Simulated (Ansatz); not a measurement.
# Moving the choice of potentials or basis in NaI

Symmetry: Fm-3m, No. 225, cubic system. The conventional cell has a = 6.473 Å, b = 6.473 Å, c = 6.473 Å, α = 90.00°, β = 90.00°, γ = 90.00°. I (site symmetry m-3m) has 6 Na at 3.24 Å as nearest neighbours. Na (site symmetry m-3m) is surrounded by 6 I at 3.24 Å.

Kept alike: task equation of state; functional PBEsol; k mesh 7 × 7 × 7; occupations fermi-dirac, width 0.05 eV; no spin polarisation. Program: Ansatz. Cutoffs run from 420 to 1440 eV. The mesh is that of the run's cell of 2 atoms. No spin-orbit coupling.

```csv
choice of potentials or basis,volume (Å³/atom),bulk modulus (GPa)
Ansatz PAW,32.818,17.0
Ansatz PAW (files of its older set among them),32.834,17.0
JTH PAW,33.007,17.0
PseudoDojo standard,32.787,17.3
PseudoDojo stringent,32.828,17.0
```

Volume and modulus come from cells scaled at fixed shape and fractions.

**Question.** What does the choice of potentials or basis change here?

**Answer.** The volume runs from 32.787 (PseudoDojo standard) to 33.007 Å³/atom (JTH PAW). The bulk modulus runs from 17.0 (Ansatz PAW; Ansatz PAW (files of its older set among them); JTH PAW; PseudoDojo stringent) to 17.3 GPa (PseudoDojo standard).
